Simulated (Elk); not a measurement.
# FeGe: spin-resolved bands and density of states

Wanted: the exchange-split electronic structure of FeGe.

Calculated with Elk 11.2.3 (patched build); PBE; all-electron APW+lo, Dirac cores, scalar-relativistic bands.

## 1. Starting point

Symmetry: P6/mmm, No. 191, hexagonal system. The conventional cell has a = 4.998 Å, b = 4.998 Å, c = 4.116 Å, α = 90.00°, β = 90.00°, γ = 120.00°. Nearest to Fe lie 4 Fe at 2.50 Å and 6 Ge at 2.50 to 2.51 Å. Ge has 6 Fe at 2.50 Å nearest. Nearest to Ge lie 6 Fe at 2.51 Å. Farther neighbours are not listed.

The cell comes from a database of computed structures and need not be the stable phase.

## 2. The magnetic state

Bands and densities of states are read from a converged potential, so the magnetic state comes first.

This is the lowest of the starts that converged (ferro +++).

The last three numbers of an atom's line are a seed field in its sphere. It points against the wanted moment and shrinks by the factor reducebf each loop.

elk.in

```
tasks
  0
  33
  73

xctype
  20

rgkmax
  7.0

nempty
  14

swidth
  0.005

reducebf
  0.5

epsengy
  1e-05

maxscl
  100

lmaxi
  3

spinpol
  .true.

sppath
  './'

avec
  9.44409969445 0.00000000000 0.00000000000
  -4.72204984723 8.17883025124 0.00000000000
  0.00000000000 0.00000000000 7.77766174582

atoms
  2
  'Fe.in'
  3
  0.5000000000 0.0000000000 0.0000000000   0.000000 0.000000 -0.140000
  0.5000000000 0.5000000000 0.0000000000   0.000000 0.000000 -0.140000
  0.0000000000 0.5000000000 0.0000000000   0.000000 0.000000 -0.140000
  'Ge.in'
  3
  0.0000000000 0.0000000000 0.0000000000   0.000000 0.000000 0.000000
  0.3333333300 0.6666666700 0.5000000000   0.000000 0.000000 0.000000
  0.6666666700 0.3333333300 0.5000000000   0.000000 0.000000 0.000000

ngridk
  6 6 6

plot3d
  0 0 0
  1 0 0
  0 1 0
  0 0 1
  25 25 21
```

The run is started by

```
$ OMP_NUM_THREADS=4 elk
```

Numbers of over 12 decimals in the logs are rounded to 6 here.

The log of the run:

```text
Warning(gndstate): core states of species 2 leak from the muffin-tin :   0.4826110615E-03

--- INFO.OUT ---
┌─────────────────────────┐
│ Elk code version 11.2.3 │
└─────────────────────────┘

All units are atomic (Hartree, Bohr, etc.)

┌─────────────────────────────────────────────────┐
│ Ground-state run starting from atomic densities │
└─────────────────────────────────────────────────┘

Lattice vectors :
   9.444099694       0.000000000       0.000000000
  -4.722049847       8.178830251       0.000000000
   0.000000000       0.000000000       7.777661746

Species : 1 (Fe)
 parameters loaded from : Fe.in
 name : iron
 nuclear charge    :   -26.00000000
 electronic charge :    26.00000000
 atomic mass :    101799.2075
 muffin-tin radius :    2.336024924
 number of radial points in muffin-tin :    993
 inner part over the whole radius :   0.9975523402E-02
 number on inner part of muffin-tin    :    700
 approximate nuclear radius :   0.7160107270E-04
 number of mesh points to nuclear radius :    332
 atomic positions (lattice), magnetic fields (Cartesian) :
  1 :   0.00000000  0.00000000  0.00000000    0.00000000  0.00000000 -0.14000000
  2 :   0.00000000  0.50000000  0.00000000    0.00000000  0.00000000 -0.14000000
  3 :   0.50000000  0.50000000  0.00000000    0.00000000  0.00000000 -0.14000000

Species : 2 (Ge)
 parameters loaded from : Ge.in
 name : germanium
 nuclear charge    :   -32.00000000
 electronic charge :    32.00000000
 atomic mass :    132414.6196
 muffin-tin radius :    2.336024924
 number of radial points in muffin-tin :    993
 inner part over the whole radius :   0.9985464432E-02
 number on inner part of muffin-tin    :    702
 approximate nuclear radius :   0.7637961215E-04
 number of mesh points to nuclear radius :    341
 atomic positions (lattice), magnetic fields (Cartesian) :
  1 :   0.50000000  0.00000000  0.00000000    0.00000000  0.00000000  0.00000000
  2 :  -0.16666667 -0.33333333  0.50000000    0.00000000  0.00000000  0.00000000
  3 :   0.16666667  0.33333333  0.50000000    0.00000000  0.00000000  0.00000000

Total number of atoms per unit cell :    6
Total muffin-tin volume :    320.3850746
 ratio of muffin-tin to unit cell volume :   0.5332998563

Spin treatment :
 spin-polarised
 global magnetic field (Cartesian) :    0.000000000       0.000000000       0.000000000
 collinear magnetisation in z-direction

Number of Bravais lattice symmetries :   24
Number of crystal symmetries         :   24
Crystal has inversion symmetry
Real symmetric eigensolver will be used

k-point grid :      6     6     6
k-point offset :    0.000000000       0.000000000       0.000000000
k-point set is reduced with full crystal symmetry group
Total number of k-points :       28

Muffin-tin radius times maximum |G+k| :    7.000000000
 using average radius
Maximum |G+k| for APW functions       :    2.996543371
Maximum (1/2)|G+k|²                   :    4.489636088
Maximum |G| for potential and density :    12.00000000
Constant for pseudocharge density :    7
 order of it for each species :   14  14
 order of it for pair densities of each species (exact exchange by exxq0 0: 14) :   10  10
Radial integration step length :    1

G-vector grid sizes :     40    40    30
Number of G-vectors :    17501

Maximum angular momentum used for
 APW functions            :    8
 outer part of muffin-tin :    6
 inner part of muffin-tin :    3

Number of empty states         :     84
Total number of valence states :    260
Total number of core states    :     84

Third-order local-orbitals added for an l without core states : T
Total number of local-orbitals :    129

Exchange-correlation functional :     20     0     0
 Perdew-Burke-Ernzerhof, Phys. Rev. Lett. 77, 3865 (1996)
 gradient requirement :    1
 generalised gradient approximation (GGA)

Smearing type :    3
 Fermi-Dirac
Smearing width :   0.5000000000E-02
Effective electronic temperature (K) :    1578.875124

Mixing type :    3
 Broyden mixing, J. Phys. A: Math. Gen. 17, L317 (1984)

Kohn-Sham potential initialised from atomic data

┌──────────────────────────────┐
│ Self-consistent loop started │
└──────────────────────────────┘

┌─────────────────┐
│ Loop number : 1 │
└─────────────────┘

Energies :
 Fermi                       :     0.149398
 sum of occupied eigenvalues :     -5846.8108708224
 electron kinetic            :      10306.610370778
 core electron kinetic       :      9408.2001292669
 Coulomb                     :     -20014.629522882
 Coulomb potential           :     -15587.314491393
 nuclear-nuclear             :     -1509.5448382525
 electron-nuclear            :     -21470.264669802
 Hartree                     :      2965.1799851721
 Madelung                    :     -12220.972277186
 xc potential                :     -565.82125573295
 xc effective B-field        :    -0.201389
 external B-field            :      0.000000
 exchange                    :     -399.90838358522
 correlation                 :     -8.376084
 electron entropic           :    -0.10824532191512E-01
 total energy                :     -10116.314444164
 (external B-field energy excluded from total)

Density of states at Fermi energy :    130.0329433
 (states/Hartree/unit cell)

Estimated indirect band gap :   0.3818050316E-03
 from k-point 3 to k-point 17
Estimated direct band gap   :   0.4572920013E-02
 at k-point 20

Charges :
 core                        :    84.00000000
 valence                     :    90.00000000
 interstitial                :    6.671596346
 muffin-tins (core leakage)
  species : 1 (Fe)
   atom 1                    :    25.73789026     ( -0.2242533164E-06)
   atom 2                    :    25.73789026     ( -0.2242533164E-06)
   atom 3                    :    25.73789026     ( -0.2242533164E-06)
  species : 2 (Ge)
   atom 1                    :    29.98606536     (  0.5040456800E-03)
   atom 2                    :    30.06433376     (  0.5071261849E-03)
   atom 3                    :    30.06433376     (  0.5071261849E-03)
 total in muffin-tins        :    167.3284037
 total calculated charge     :    173.9972377
 total charge                :    174.0000000
 error                       :   0.2762269192E-02

Moments :
 interstitial                :  -0.2063470611
 muffin-tins
  species : 1 (Fe)
   atom 1                    :    1.790188518
   atom 2                    :    1.790188518
   atom 3                    :    1.790188518
  species : 2 (Ge)
   atom 1                    :  -0.1033408380
   atom 2                    :  -0.6354895438E-01
   atom 3                    :  -0.6354895438E-01
 total in muffin-tins        :    5.140126806
 total moment                :    4.933779745

[... earlier loops left out ...]

┌──────────────────┐
│ Loop number : 20 │
└──────────────────┘

Energies :
 Fermi                       :     0.298745
 sum of occupied eigenvalues :     -5828.3854525753
 electron kinetic            :      10300.362760296
 core electron kinetic       :      9407.9790359765
 Coulomb                     :     -20008.858541694
 Coulomb potential           :     -15599.523935964
 nuclear-nuclear             :     -1509.5448382525
 electron-nuclear            :     -21445.902140973
 Hartree                     :      2946.5884375318
 Madelung                    :     -12209.096573712
 xc potential                :     -529.07316383922
 xc effective B-field        :    -0.151113
 external B-field            :      0.000000
 exchange                    :     -398.82998253955
 correlation                 :     -8.371128
 electron entropic           :    -0.10864314126885E-01
 total energy                :     -10115.707756353
 (external B-field energy excluded from total)

Density of states at Fermi energy :    126.9673157
 (states/Hartree/unit cell)

Estimated indirect band gap :   0.5067087879E-03
 from k-point 11 to k-point 25
Estimated direct band gap   :   0.3308538223E-02
 at k-point 27

Charges :
 core                        :    84.00000000
 valence                     :    90.00000000
 interstitial                :    7.376825715
 muffin-tins (core leakage)
  species : 1 (Fe)
   atom 1                    :    25.12333178     ( -0.2242531547E-06)
   atom 2                    :    25.12333178     ( -0.2242531547E-06)
   atom 3                    :    25.12333178     ( -0.2242531547E-06)
  species : 2 (Ge)
   atom 1                    :    30.39346463     (  0.4806659935E-03)
   atom 2                    :    30.42985716     (  0.4826110615E-03)
   atom 3                    :    30.42985716     (  0.4826110615E-03)
 total in muffin-tins        :    166.6231743
 total calculated charge     :    173.9973426
 total charge                :    174.0000000
 error                       :   0.2657394011E-02

Moments :
 interstitial                :  -0.1098134697
 muffin-tins
  species : 1 (Fe)
   atom 1                    :    1.511990345
   atom 2                    :    1.511990345
   atom 3                    :    1.511990345
  species : 2 (Ge)
   atom 1                    :  -0.9121900399E-01
   atom 2                    :  -0.5766511409E-01
   atom 3                    :  -0.5766511409E-01
 total in muffin-tins        :    4.329421802
 total moment                :    4.219608332

┌──────────────────────────────┐
│ Self-consistent loop stopped │
└──────────────────────────────┘

Warning : core states of species 2 leak from the muffin-tin :   0.4826110615E-03

Wrote STATE.OUT
```

It took 6.2 min on 4 threads of Arm Neoverse V1, shared host; peak memory 0.6 GiB; 24 min of CPU time.

Spin moment in the muffin-tin sphere by atom:

```tsv
atom	spin moment in the muffin-tin sphere (μB)
Fe1	1.51
Fe2	1.51
Fe3	1.51
Ge4	-0.09
Ge5	-0.06
Ge6	-0.06
```

Numbers from this step:

- density of states at the Fermi level: 4.666 states/eV/cell
- moment between the spheres: -0.1098 μB
- magnetization: 4.220 μB
- final state: ferromagnetic

## 3. Levels along a path and on the mesh

The potential is kept. Point names follow a standard table for this cell's lattice and can differ from other conventions. The density of states is interpolated from the levels on the mesh (so its value at the Fermi level can differ from the smeared one of the ground-state run), and the bands are solved anew along a path of special points.

elk.in

```
tasks
  10
  20
  15

xctype
  20

rgkmax
  7.0

nempty
  14

swidth
  0.005

reducebf
  0.5

epsengy
  1e-05

maxscl
  100

lmaxi
  3

spinpol
  .true.

sppath
  './'

avec
  9.44409969445 0.00000000000 0.00000000000
  -4.72204984723 8.17883025124 0.00000000000
  0.00000000000 0.00000000000 7.77766174582

atoms
  2
  'Fe.in'
  3
  0.5000000000 0.0000000000 0.0000000000   0.000000 0.000000 -0.000140
  0.5000000000 0.5000000000 0.0000000000   0.000000 0.000000 -0.000140
  0.0000000000 0.5000000000 0.0000000000   0.000000 0.000000 -0.000140
  'Ge.in'
  3
  0.0000000000 0.0000000000 0.0000000000   0.000000 0.000000 0.000000
  0.3333333300 0.6666666700 0.5000000000   0.000000 0.000000 0.000000
  0.6666666700 0.3333333300 0.5000000000   0.000000 0.000000 0.000000

ngridk
  6 6 6

wplot
  300 60 1
  -0.35000 0.25000

plot1d
  7 84
  0.00000000 0.00000000 0.00000000
  0.50000000 0.00000000 0.00000000
  0.33333333 0.33333333 0.00000000
  0.00000000 0.00000000 0.00000000
  0.00000000 0.00000000 0.50000000
  0.50000000 0.00000000 0.50000000
  0.33333333 0.33333333 0.50000000
```

The run is started by

```
$ OMP_NUM_THREADS=4 elk
```

The log of the run:

```text
┌─────────────────────────────────┐
│ Elk code version 11.2.3 started │
└─────────────────────────────────┘

Info(readinput): the functional depends on the density's gradient
 muffin-tin radial points multiplied by    2.00000
 (not where nrmtscf is given)

┌───────────────────┐
│ Current task : 10 │
└───────────────────┘
Info(checkmt): changed muffin-tin radius of species 1 (Fe) from   2.4000 to   2.3360
Info(checkmt): changed muffin-tin radius of species 2 (Ge) from   2.4000 to   2.3360

Info(findsymcrys): atomic basis shift (lattice) :
  0.5000000000       0.000000000       0.000000000
See GEOMETRY.OUT for new atomic positions

Info(writedos):
 Total density of states written to TDOS.OUT

 Partial density of states written to PDOS_Sss_Aaaaa.OUT
 for all species and atoms

 Spin-quantisation axis :    0.000000000       0.000000000       1.000000000

 Eigenvalues of a random matrix symmetrised with the site
 symmetries in the Yₗₘ basis written to ELMIREP.OUT for all
 species and atoms. Degenerate eigenvalues correspond to
 irreducible representations of each site symmetry group

 Interstitial density of states written to IDOS.OUT

 Fermi energy is at zero in plots

 DOS units are states/Hartree/unit cell

┌───────────────────┐
│ Current task : 20 │
└───────────────────┘
Info(checkmt): changed muffin-tin radius of species 1 (Fe) from   2.3360 to   2.3045
Info(checkmt): changed muffin-tin radius of species 2 (Ge) from   2.3360 to   2.3676

Info(bandstr):
 Band structure plot written to BAND.OUT

 Fermi energy is at zero in plot

 Vertex location lines written to BANDLINES.OUT

┌───────────────────┐
│ Current task : 15 │
└───────────────────┘

Info(writelsj):
 muffin-tin L, S and J expectation values written to LSJ.OUT

┌──────────────────┐
│ Elk code stopped │
└──────────────────┘
```

Elapsed: 2.8 min, on 4 threads; peak memory 0.93 GiB; 9.3 min of CPU time.

Electronic bands along the path, in eV, zero at the Fermi level; # counts the bands kept:

```tsv
point	up #19	up #20	up #21	up #22	down #14	down #15	down #16	down #18
Γ	-0.23	0.23	1.23	1.23	0.32	0.32	0.42	0.58
0.47 of the way	0.30	0.44	1.55	1.81	0.14	0.20	0.45	0.78
M	0.47	0.90	1.38	1.67	-0.36	-0.28	0.27	1.38
0.56 of the way	0.74	0.76	1.36	1.49	-0.55	-0.36	0.35	1.38
K	0.81	0.81	1.37	1.37	-0.48	-0.48	0.23	1.41
halfway	0.29	0.55	1.85	2.23	0.00	0.12	0.46	0.96
Γ	-0.23	0.23	1.23	1.23	0.32	0.32	0.42	0.58
halfway	-0.13	0.18	0.18	0.24	0.31	0.31	0.40	0.53
A	-1.29	-1.26	-0.36	-0.14	-0.52	-0.52	-0.47	0.38
halfway	-1.07	-1.03	-0.10	0.61	-0.56	-0.53	0.12	0.46
L	-1.19	-1.04	0.02	1.05	-0.90	-0.53	-0.36	0.28
0.44 of the way	-1.21	-0.99	0.38	1.59	-0.55	-0.49	-0.30	0.03
H	-1.24	-1.01	1.15	2.64	-0.53	-0.53	-0.23	0.05
```

The density of states has structure finer than the step of the table below, so its rows give means over 0.5 eV, whole bins alone (the curve runs from -9.52 to 6.75 eV). Peaks (eV: height): up -4.57: 3.23, -4.03: 3.77, -2.29: 5.08, -1.25: 9.53; down -3.21: 3.96, -2.50: 3.87, -1.96: 5.67, 0.49: 8.48; Fe1 d up -4.03: 0.743, -2.29: 1.31, -1.25: 2.85, 0.33: 0.679; Fe1 d down -1.96: 1.32, 0.49: 2.50, 1.41: 0.796; Ge4 p up -4.03: 0.280, 1.52: 0.219, 2.45: 0.244, 3.76: 0.209.

Density of states against energy, zero at the Fermi level; means over each step; values in states/eV/cell:

```tsv
energy (eV)	up	down	Fe1 d up	Fe1 d down	Ge4 p up	Ge4 p down
-9.0	1.15	1.07	0.0243	0.0167	0.00250	0.00248
-8.5	1.14	1.10	0.0359	0.0256	0.00282	0.00302
-8.0	0.474	0.485	0.0192	0.0133	0.00107	0.00123
-7.5	0.246	0.280	0.0126	0.0102	3.1e-4	3.7e-4
-7.0	0.0351	0.0594	0.00110	0.00187	3.1e-5	4.8e-5
-6.5	0.155	0.0343	0.00540	5.8e-4	0.00976	0.00268
-6.0	0.689	0.483	0.0438	0.0142	0.0338	0.0342
-5.5	0.656	0.591	0.0425	0.0278	0.0476	0.0385
-5.0	1.84	1.10	0.186	0.0529	0.125	0.0925
-4.5	2.46	1.50	0.343	0.0985	0.118	0.125
-4.0	2.55	1.83	0.471	0.188	0.180	0.105
-3.5	2.68	1.51	0.515	0.197	0.132	0.0927
-3.0	4.63	2.87	1.10	0.398	0.126	0.255
-2.5	4.82	2.80	1.15	0.484	0.143	0.191
-2.0	2.55	4.45	0.687	0.997	0.0316	0.162
-1.5	5.74	2.94	1.70	0.692	0.0112	0.0980
-1.0	3.68	1.89	1.04	0.498	0.0189	0.0101
-0.5	1.20	2.07	0.275	0.567	0.0140	0.00467
0.0	1.35	3.36	0.272	0.930	0.0783	0.0390
0.5	2.31	5.83	0.455	1.70	0.158	0.0453
1.0	1.28	2.17	0.205	0.506	0.113	0.106
1.5	1.58	2.41	0.207	0.550	0.179	0.121
2.0	0.960	1.83	0.0959	0.337	0.114	0.143
2.5	1.30	1.46	0.104	0.207	0.175	0.158
3.0	0.878	1.36	0.0704	0.158	0.0742	0.108
3.5	1.24	0.873	0.0933	0.0878	0.120	0.0548
4.0	1.71	1.74	0.0981	0.153	0.167	0.153
4.5	1.26	1.65	0.0683	0.136	0.0756	0.127
5.0	0.842	1.12	0.0371	0.0763	0.0369	0.0559
5.5	0.942	0.899	0.0427	0.0503	0.0414	0.0365
6.0	0.921	0.784	0.0395	0.0469	0.0490	0.0364
```

## 4. Results

```
state          : ferromagnetic
largest moment : 1.51 μB
```

What this shows: Right at the Fermi level (the table gives means over its steps) the density of states is 1.1 states/eV a cell for spin up and 3.0 for spin down. Within the window shown, the centres of the Fe1 d states of the two spins lie 1.4 eV apart, a rough measure of the splitting of the spins. The state is the lowest of the starts that converged; no opposed start was among them. These are Kohn–Sham levels without spin–orbit coupling.

[Logs and program files are shortened in this print: banners, set-up blocks, solver, clock and traceback lines can be left out without a mark of their own.]

[Logs are printed without paths, hosts, clocks, repeated set-up lines and the standing remarks that a program may print on its own settings, such as how far it seeks lower states.]

[Hosts, paths, dates, database ids (printed as entryN), source tags and the programs' standing remarks are cut or masked in the printed files.]

[Where a cell is said to come from a database of computed structures, the database is the Materials Project.]
